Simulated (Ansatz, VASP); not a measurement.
# Cross-check of CuI between VASP and Ansatz, part 2 of 2

Wanted: the spread between two codes on one cell, functional and k mesh. The cell is taken from a series of VASP runs on this material, whose earlier steps may have relaxed, scaled or displaced it; both programs get it as it stands. Other levels of theory on this material are compared in a session of their own.

VASP 6.6.1 and Ansatz 0.2.0.

So far. Step 2 (VASP: band structure, LDA, spin-orbit coupling): The run ends at a pressure of -3.64 GPa.

### 4. Differences

Known differences besides the potentials themselves: spin-orbit coupling enters by fully relativistic files in Ansatz and inside the spheres in VASP; the two LDA forms differ slightly; the data sets hold 36 valence electrons in Ansatz (fully relativistic PAW (standard-fr) files) and 18 in VASP; the cutoff is 420 eV in Ansatz and 350 eV in VASP; VASP's log shows a relativistic correction to its local exchange, Ansatz's none. Total energies have different zeros and are not compared.

Compared:

| quantity | Ansatz | VASP | difference |
| --- | --- | --- | --- |
| pressure (GPa) | -3.81 | -3.64 | -0.17 |
| gap over the path points (eV) | 0.806 | 0.858 | -0.052 |

Levels at points of the path, from each program's valence-band top (eV; 8 filled, then empty):

| k (reciprocal lattice) | Ansatz | VASP |
| --- | --- | --- |
| 0.000 0.000 0.000 | -2.15 -2.15 -0.48 -0.48 0.00 0.00 0.00 0.00 0.81 0.81 4.62 4.62 4.71 4.71 | -2.16 -2.16 -0.46 -0.46 0.00 0.00 0.00 0.00 0.86 0.86 4.62 4.62 4.69 4.69 |
| 0.167 0.000 0.167 | -2.13 -2.13 -1.01 -1.01 -0.78 -0.78 -0.57 -0.57 2.38 2.38 3.64 3.64 5.62 5.62 | -2.13 -2.13 -1.01 -1.01 -0.78 -0.78 -0.57 -0.57 2.43 2.43 3.64 3.64 5.61 5.61 |
| 0.333 0.000 0.333 | -2.09 -2.09 -1.65 -1.65 -1.51 -1.51 -1.37 -1.37 2.64 2.64 3.04 3.04 7.22 7.22 | -2.10 -2.10 -1.66 -1.66 -1.52 -1.52 -1.38 -1.38 2.65 2.65 3.06 3.06 7.24 7.24 |
| 0.500 0.000 0.500 | -2.13 -2.13 -2.01 -2.01 -1.82 -1.82 -1.67 -1.67 2.41 2.41 2.65 2.65 8.75 8.75 | -2.13 -2.13 -2.02 -2.02 -1.82 -1.82 -1.68 -1.68 2.41 2.41 2.66 2.66 8.80 8.80 |
| 0.500 0.083 0.583 | -2.19 -2.06 -2.04 -2.01 -1.86 -1.80 -1.65 -1.60 2.71 2.74 2.90 3.00 8.00 8.21 | -2.19 -2.06 -2.04 -2.02 -1.87 -1.81 -1.66 -1.60 2.72 2.74 2.91 3.01 8.02 8.22 |
| 0.500 0.194 0.694 | -2.17 -2.11 -2.10 -2.01 -1.87 -1.85 -1.56 -1.48 3.75 3.94 4.03 4.13 6.34 6.37 | -2.17 -2.12 -2.11 -2.02 -1.87 -1.86 -1.57 -1.49 3.77 3.95 4.03 4.14 6.34 6.38 |
| 0.500 0.250 0.750 | -2.15 -2.12 -2.12 -2.01 -1.87 -1.86 -1.55 -1.46 4.04 4.40 4.50 4.51 5.75 5.80 | -2.16 -2.13 -2.12 -2.02 -1.88 -1.87 -1.56 -1.47 4.08 4.41 4.50 4.52 5.76 5.82 |
| 0.458 0.292 0.750 | -2.16 -2.12 -2.07 -1.99 -1.90 -1.82 -1.54 -1.46 3.67 3.86 4.34 4.56 6.07 6.16 | -2.17 -2.13 -2.08 -2.00 -1.91 -1.83 -1.55 -1.47 3.70 3.86 4.36 4.57 6.07 6.17 |
| 0.403 0.347 0.750 | -2.16 -2.06 -2.03 -1.95 -1.90 -1.73 -1.52 -1.45 2.92 2.97 4.29 4.52 6.98 7.16 | -2.17 -2.07 -2.04 -1.96 -1.90 -1.73 -1.53 -1.45 2.93 2.98 4.32 4.53 6.98 7.15 |
| 0.375 0.375 0.750 | -2.16 -2.05 -2.02 -1.95 -1.88 -1.71 -1.52 -1.45 2.81 2.83 4.29 4.52 7.26 7.26 | -2.17 -2.06 -2.03 -1.96 -1.89 -1.71 -1.52 -1.45 2.83 2.84 4.31 4.52 7.25 7.26 |

Among the levels compared at these points, filled levels agree within 15 meV and empty ones within 56 meV. Ansatz's pressure holds a Pulay correction of 0.05 GPa; VASP's holds none.

### 5. Ansatz: band structure, r2SCAN, spin-orbit coupling

The same path points are solved in both programs, so levels can be compared one by one.

The cell is taken from a series of VASP runs on this material, whose earlier steps may have relaxed, scaled or displaced it; both programs get it as it stands.

Contents of input.yaml:

```yaml
crystal:
  lattice:
    - [0.0, 3.016, 3.016]
    - [3.016, 0.0, 3.016]
    - [3.016, 3.016, 0.0]
  atoms:
    - { symbol: I, position: [0.0, 0.0, 0.0] }
    - { symbol: Cu, position: [0.75, 0.75, 0.75] }
hamiltonian:
  xc: r2scan
  pseudopotentials: { kind: paw_fr }
magnetization:
  noncollinear: true
  spin_orbit: true
kpoints:
  mp_grid: { grid: [6, 6, 6] }
  band_path:
    path:
      - [0.0, 0.0, 0.0]
      - [0.16667, 0.0, 0.16667]
      - [0.33333, 0.0, 0.33333]
      - [0.5, 0.0, 0.5]
      - [0.5, 0.08333, 0.58333]
      - [0.5, 0.19444, 0.69444]
      - [0.5, 0.25, 0.75]
      - [0.45833, 0.29167, 0.75]
      - [0.40278, 0.34722, 0.75]
      - [0.375, 0.375, 0.75]
      - [0.20833, 0.20833, 0.41667]
      - [0.08333, 0.08333, 0.16667]
      - [0.0, 0.0, 0.0]
      - [0.22222, 0.22222, 0.22222]
      - [0.38889, 0.38889, 0.38889]
      - [0.51389, 0.47222, 0.51389]
      - [0.55556, 0.38889, 0.55556]
      - [0.61111, 0.27778, 0.61111]
      - [0.61111, 0.25, 0.63889]
      - [0.56944, 0.25, 0.68056]
      - [0.51389, 0.25, 0.73611]
      - [0.5, 0.27778, 0.72222]
      - [0.5, 0.38889, 0.61111]
      - [0.5, 0.47222, 0.52778]
      - [0.48611, 0.48611, 0.52778]
      - [0.43056, 0.43056, 0.63889]
      - [0.38889, 0.38889, 0.72222]
      - [0.59722, 0.19444, 0.59722]
      - [0.55556, 0.11111, 0.55556]
      - [0.5, 0.0, 0.5]
    npoints: 1
scf:
  occupations: { method: gaussian, width: 0.03 }
  n_extra_bands: 14
output:
  forces: true
  stress: true
  eigenvalues: true
```

On the command line:

```
> ansatz run input.yaml --threads 2 --pin off --max-ram 4608MiB --backend cpu --events-out ev --progress --plain --runs-dir out
```

Numbers of over 12 decimals in the logs are rounded to 6 here.

Output:

```text
[...]
Crystal: 2 atoms, lattice volume = 54.869 Å³
Basis set: ecut = 500 eV, 1411 PW (Γ), exchange–correlation on 128×128×128 points (64 copies of the dense FFT grid, shifted against one another)
Bands: 50, of which v1, the nominal top of the filled ones, is band 36 counted from 1 (35 counted from 0)
[...]
k-point 1: bands = [... 32 lower, 7.8994, 7.8994, 8.0915, 8.1459, 10.7454, 10.7454, 13.4423, 13.4423, ... 10 higher]
  k-point 2: bands = [... 32 lower, 7.5675, 7.5675, 7.6832, 7.7502, 10.8688, 10.8688, 14.0205, 14.0205, ... 10 higher]
  k-point 15: bands = [... 32 lower, 6.5748, 6.5982, 6.8412, 6.9331, 12.2194, 12.2920, 12.4232, 12.5598, ... 10 higher]
[key lines of the parts left out:]
SCF converged after 8 iterations
Magnetization: |M| = 0.0000 μB,  M = (+0.0000, +0.0000, +0.0000) μB
Free energy (F): -14145.931774 eV
Fermi energy:    9.098503 eV
P = ⅓ Tr σ = -0.1331 GPa (-1.331 kbar)
```

Elapsed: 15 s, on 2 threads of Intel Xeon Platinum 8488C (Sapphire Rapids), shared host; peak memory 0.73 GiB; 30 s of CPU time.

### 6. VASP: band structure, r2SCAN, spin-orbit coupling

The same cell, functional, mesh and smearing now go to VASP, with its own data sets and cutoff.

Contents of INCAR:

```
SYSTEM = CuI
PREC = Accurate
ENCUT = 350
EDIFF = 1E-06
NELM = 100
ISMEAR = 0
SIGMA = 0.03
LREAL = .FALSE.
ALGO = Normal
METAGGA = R2SCAN
LASPH = .TRUE.
LNONCOLLINEAR = .TRUE.
MAGMOM = 0 0 0 0 0 0
NBANDS = 30
GGA_COMPAT = .FALSE.
LSORBIT = .TRUE.
LMAXMIX = 4
LORBIT = 11
LWAVE = .FALSE.
LCHARG = .FALSE.
KPAR = 4
```

Contents of POSCAR:

```
CuI
1.0
    0.0000000000      3.0160000000      3.0160000000
    3.0160000000      0.0000000000      3.0160000000
    3.0160000000      3.0160000000      0.0000000000
I Cu
1 1
Direct
    0.0000000000      0.0000000000      0.0000000000
    0.7500000000      0.7500000000      0.7500000000
```

Contents of KPOINTS:

```
Automatic mesh
0
Gamma
6 6 6
0 0 0
```

Contents of KPOINTS_OPT:

```
Line mode
10
Line-mode
Reciprocal
  0.00000000   0.00000000   0.00000000 GAMMA
  0.50000000   0.00000000   0.50000000 X

  0.50000000   0.00000000   0.50000000 X
  0.50000000   0.25000000   0.75000000 W

  0.50000000   0.25000000   0.75000000 W
  0.37500000   0.37500000   0.75000000 K

  0.37500000   0.37500000   0.75000000 K
  0.00000000   0.00000000   0.00000000 GAMMA

  0.00000000   0.00000000   0.00000000 GAMMA
  0.50000000   0.50000000   0.50000000 L

  0.50000000   0.50000000   0.50000000 L
  0.62500000   0.25000000   0.62500000 U

  0.62500000   0.25000000   0.62500000 U
  0.50000000   0.25000000   0.75000000 W

  0.50000000   0.25000000   0.75000000 W
  0.50000000   0.50000000   0.50000000 L

  0.50000000   0.50000000   0.50000000 L
  0.37500000   0.37500000   0.75000000 K

  0.62500000   0.25000000   0.62500000 U
  0.50000000   0.00000000   0.50000000 X
```

Potentials, in the order of the species: I and Cu (PBE family, release 64).

On the command line:

```
> mpirun -np 4 vasp_ncl
```

Output:

```text
[banner, memory and clock lines left out]
running    4 mpi-ranks, on    1 nodes
[...]
|                                                                             |
|               ----> ADVICE to this user running VASP <----                  |
|                                                                             |
|     You enforced a specific xc type in the INCAR file but a different       |
|     [... a line on the potential file left out ...]
|     I HOPE YOU KNOW WHAT YOU ARE DOING!                                     |
|                                                                             |

 LDA part: xc-table for (None), standard interpolation
 POSCAR, INCAR and KPOINTS ok, starting setup
[...]
entering main loop
       N       E                     dE             d eps       ncg     rms          rms(c)
DAV:   1     0.880703224365E+02    0.88070E+02   -0.57482E+03  1320   0.973E+02
DAV:   2    -0.286429868973E+02   -0.11671E+03   -0.10789E+03  1362   0.250E+02
[...]
DAV:  17    -0.359097929336E+02   -0.58334E-06   -0.16496E-07   876   0.536E-03
   1 F= -.35909793E+02 E0= -.35909793E+02  d E =-.716123E-20  mag=     0.0000    -0.0000    -0.0000
 Start KPOINTS_OPT (optional k-point list driver)
k-point batch [1-22\100]
       N       E                     dE             ncg
DAV:   1     0.303438767977E+04   -0.49663E+04     1320
DAV:   2     0.452232429219E+03   -0.25822E+04     1356
DAV:   3     0.214715658046E+03   -0.23752E+03     1680
DAV:   4     0.204545533693E+03   -0.10170E+02     1812
DAV:   5     0.204105974881E+03   -0.43956E+00     1912
DAV:   6     0.204100609702E+03   -0.53652E-02     1804
DAV:   7     0.204100490861E+03   -0.11884E-03     1918
DAV:   8     0.204100489213E+03   -0.16480E-05     1526
DAV:   9     0.204100489147E+03   -0.65637E-07     1090
[...]
k-point batch [89-100\100]
       N       E                     dE             ncg
DAV:   1     0.569230273576E+04   -0.43522E+04      720
DAV:   2     0.431042618709E+04   -0.13819E+04      750
DAV:   3     0.419197292826E+04   -0.11845E+03      912
DAV:   4     0.418710894217E+04   -0.48640E+01     1038
DAV:   5     0.418699112662E+04   -0.11782E+00      974
DAV:   6     0.418698797884E+04   -0.31478E-02     1040
DAV:   7     0.418698794824E+04   -0.30606E-04      976
DAV:   8     0.418698794743E+04   -0.80612E-06      858
```

Parts of OUTCAR (step 6):

```text
  Total       -0.0967274     -0.0967274     -0.0967274      0.0000000     -0.0000000     -0.0000000
  in kB       -2.8244635     -2.8244635     -2.8244635      0.0000000     -0.0000000     -0.0000000
  external PRESSURE =      -2.8244635 kB  Pullay stress =       0.0000000 kB

 POSITION                                       TOTAL-FORCE (eV/Angst)
 -----------------------------------------------------------------------------------
      0.00000      0.00000      0.00000         0.000000     -0.000000     -0.000000
      4.52400      4.52400      4.52400        -0.000000      0.000000      0.000000
 -----------------------------------------------------------------------------------
    total drift:                               -0.000001     -0.000001     -0.000001

  FREE ENERGIE OF THE ION-ELECTRON SYSTEM (eV)
  ---------------------------------------------------
  free  energy   TOTEN  =       -35.9097929336 eV

  energy  without entropy=      -35.9097929336  energy(sigma->0) =      -35.90979293

 magnetization (x)
# of ion       s       p       d       tot
------------------------------------------
    1        0.000   0.000   0.000   0.000
    2        0.000  -0.000   0.000   0.000
--------------------------------------------------
tot          0.000   0.000   0.000   0.000

 magnetization (y)
# of ion       s       p       d       tot
------------------------------------------
    1        0.000   0.000  -0.000   0.000
    2        0.000   0.000   0.000   0.000
--------------------------------------------------
tot          0.000   0.000  -0.000   0.000

 magnetization (z)
# of ion       s       p       d       tot
------------------------------------------
    1       -0.000   0.000   0.000   0.000
    2       -0.000  -0.000  -0.000  -0.000
--------------------------------------------------
tot         -0.000   0.000  -0.000  -0.000

[... 2 parts as in an earlier step ...]

[... 1 further part left out ...]
[key lines of the parts left out:]
E-fermi :   4.7628
```

The run ends at a pressure of -0.28 GPa.

### 7. Side by side

What differs besides the data sets and the points named for the pairs above, as far as they apply: VASP keeps PBE cores, Ansatz makes them for the functional; the cutoff is 500 eV in Ansatz and 350 eV in VASP. Total energies have different zeros and are not compared.

Compared:

| quantity | Ansatz | VASP | difference |
| --- | --- | --- | --- |
| pressure (GPa) | -0.13 | -0.28 | +0.15 |
| gap over the path points (eV) | 1.511 | 1.504 | +0.007 |

Levels at points of the path, from each program's valence-band top (eV; 8 filled, then empty):

| k (reciprocal lattice) | Ansatz | VASP |
| --- | --- | --- |
| 0.000 0.000 0.000 | -2.05 -2.05 -0.40 -0.40 0.00 0.00 0.00 0.00 1.51 1.51 5.05 5.05 5.12 5.12 | -2.05 -2.05 -0.39 -0.39 0.00 0.00 0.00 0.00 1.50 1.50 5.03 5.03 5.09 5.09 |
| 0.167 0.000 0.167 | -2.02 -2.02 -0.88 -0.88 -0.71 -0.71 -0.55 -0.55 2.96 2.96 4.06 4.06 6.08 6.08 | -2.02 -2.02 -0.88 -0.88 -0.71 -0.71 -0.55 -0.55 2.96 2.96 4.05 4.05 6.04 6.04 |
| 0.333 0.000 0.333 | -1.99 -1.99 -1.54 -1.54 -1.44 -1.44 -1.32 -1.32 3.02 3.02 3.47 3.47 7.88 7.88 | -1.99 -1.99 -1.54 -1.54 -1.44 -1.44 -1.32 -1.32 3.01 3.01 3.47 3.47 7.87 7.87 |
| 0.500 0.000 0.500 | -2.01 -2.01 -1.90 -1.90 -1.73 -1.73 -1.60 -1.60 2.76 2.76 3.03 3.03 9.58 9.58 | -2.01 -2.01 -1.90 -1.90 -1.73 -1.73 -1.60 -1.60 2.76 2.76 3.02 3.02 9.60 9.60 |
| 0.500 0.083 0.583 | -2.08 -1.95 -1.93 -1.90 -1.78 -1.71 -1.57 -1.52 3.08 3.09 3.29 3.38 8.69 8.88 | -2.08 -1.95 -1.93 -1.90 -1.78 -1.71 -1.58 -1.52 3.07 3.09 3.28 3.36 8.68 8.87 |
| 0.500 0.194 0.694 | -2.06 -2.01 -2.00 -1.90 -1.77 -1.75 -1.48 -1.39 4.17 4.29 4.41 4.55 6.90 6.93 | -2.06 -2.01 -2.00 -1.90 -1.77 -1.75 -1.48 -1.39 4.17 4.28 4.40 4.53 6.88 6.92 |
| 0.500 0.250 0.750 | -2.04 -2.03 -2.02 -1.90 -1.77 -1.76 -1.47 -1.37 4.51 4.72 4.85 4.96 6.35 6.39 | -2.05 -2.03 -2.02 -1.90 -1.78 -1.76 -1.47 -1.37 4.51 4.72 4.83 4.94 6.33 6.38 |
| 0.458 0.292 0.750 | -2.06 -2.02 -1.98 -1.89 -1.80 -1.72 -1.46 -1.37 4.10 4.23 4.75 4.95 6.60 6.70 | -2.06 -2.02 -1.98 -1.89 -1.80 -1.72 -1.46 -1.37 4.09 4.22 4.75 4.94 6.58 6.68 |
| 0.403 0.347 0.750 | -2.06 -1.96 -1.93 -1.85 -1.80 -1.62 -1.46 -1.37 3.32 3.36 4.72 4.92 7.53 7.70 | -2.06 -1.96 -1.94 -1.85 -1.80 -1.62 -1.46 -1.37 3.31 3.35 4.72 4.90 7.50 7.67 |
| 0.375 0.375 0.750 | -2.06 -1.95 -1.92 -1.85 -1.78 -1.60 -1.46 -1.38 3.21 3.22 4.71 4.91 7.82 7.83 | -2.06 -1.95 -1.93 -1.85 -1.78 -1.60 -1.46 -1.38 3.20 3.21 4.71 4.89 7.79 7.80 |

Among the levels compared at these points, filled levels agree within 12 meV and empty ones within 37 meV. Ansatz's pressure holds a Pulay correction of 0.05 GPa; VASP's holds none.

### 8. What came out

| Quantity | Value |
| --- | --- |
| difference in gap over the path points (band structure, LDA, spin-orbit coupling) | -0.052 eV |
| difference in gap over the path points (band structure, r2SCAN, spin-orbit coupling) | 0.0070 eV |

In words: The difference in gap over the path points is -0.052 eV (band structure, LDA, spin-orbit coupling), within the 0.08 eV picked in this series as the mark of a large difference. 5 further runs of this series are not shown here. How closely two codes agree says nothing of how well the functional describes the real material.

[Lines on the potential files, build, host, timing and source positions are cut from VASP's logs without a mark.]

[Logs are printed without paths, hosts, clocks, repeated set-up lines and the standing remarks that a program may print on its own settings, such as how far it seeks lower states.]

[Hosts, paths, dates, database ids (printed as entryN), source tags and the programs' standing remarks are cut or masked in the printed files.]
